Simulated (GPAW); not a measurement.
Crystal: ZnSe (Stilleite).

```
Se Zn
1.0
     0.00000    2.83380    2.83380
     2.83380    0.00000    2.83380
     2.83380    2.83380    0.00000
Se Zn
1 1
Direct
  0.25000 0.25000 0.25000
  0.00000 0.00000 0.00000
```

Program: GPAW 26.7.0. Alike in all runs: task band structure; spin SOC, no magnetisation; cell as given; k mesh 7 × 7 × 7; cutoff (eV) 600; smearing fermi-dirac 0.05 eV.

Problem. Order these runs on this cell by their pressure, lowest first.
A. level revPBE; potentials or basis the program's PAW data sets (release 1.2.1) made for this functional, pw; band points 80; spin axis theta (degrees) 0; spin axis phi (degrees) 0
B. level revTPSS; potentials or basis GPAW PAW data sets (gpaw-data 1.2.1), pw; eigensolver davidson; band points 60; spin axis theta (degrees) 90; spin axis phi (degrees) 45
C. level PBE; potentials or basis GPAW PAW data sets (gpaw-data 1.2.1), pw; band points 100; spin axis theta (degrees) 90; spin axis phi (degrees) 0

Solution. B (0.4 GPa), C (2.1 GPa), A (3.9 GPa).

Caveats: spin-orbit coupling was added after a scalar SCF, so levels and gaps hold it while energy, forces, pressure and moments don't; the PAW data sets were made with another functional, which shifts forces and pressure a little (some runs).
